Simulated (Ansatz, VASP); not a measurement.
## Two plane-wave programs on Pt

```xyz
1
Lattice="-1.5605 1.5605 1.5367 1.5605 -1.5605 1.5367 1.5605 1.5605 -1.5367" Properties=species:S:1:pos:R:3 pbc="T T T"
Pt    0.0000    0.0000    0.0000
```

Change from the starting cell: strain -0.015 along x and y, -0.030 along z, atoms carried along.

Alike in both runs: task single point; functional PBEsol; k mesh 22 × 22 × 22; occupations gaussian, width 0.15 eV; no spin polarisation.

```csv
,VASP,Ansatz
version,VASP 6.6.1,Ansatz 0.2.0
potentials or method,"VASP PAW PBE potentials, release 64 (Pt)","scalar-relativistic, plane waves, PAW"
plane-wave cutoff (eV),520,420
valence electrons in the cell,10,18
```

VASP gave:

| Property | Result |
| --- | --- |
| gap on the k mesh at the Fermi level (eV) | none |
| pressure (GPa) | 4.2 |
| largest component of the traceless stress (GPa) | 1.24 |

What did Ansatz give for the same quantities?

gap on the k mesh at the Fermi level (eV): none; pressure (GPa): 4.6; largest component of the traceless stress (GPa): 1.24.

A gap of «none» marks a metal or a gap that the smearing closes. The functional is the same, so the differences come from potentials, cutoffs and numerics. The two sets of potentials don't hold the same shells in valence.

Caveats: the PAW data sets were made with another functional, which shifts forces and pressure a little (VASP). Spin-orbit coupling is left out, which matters for the levels of Pt.
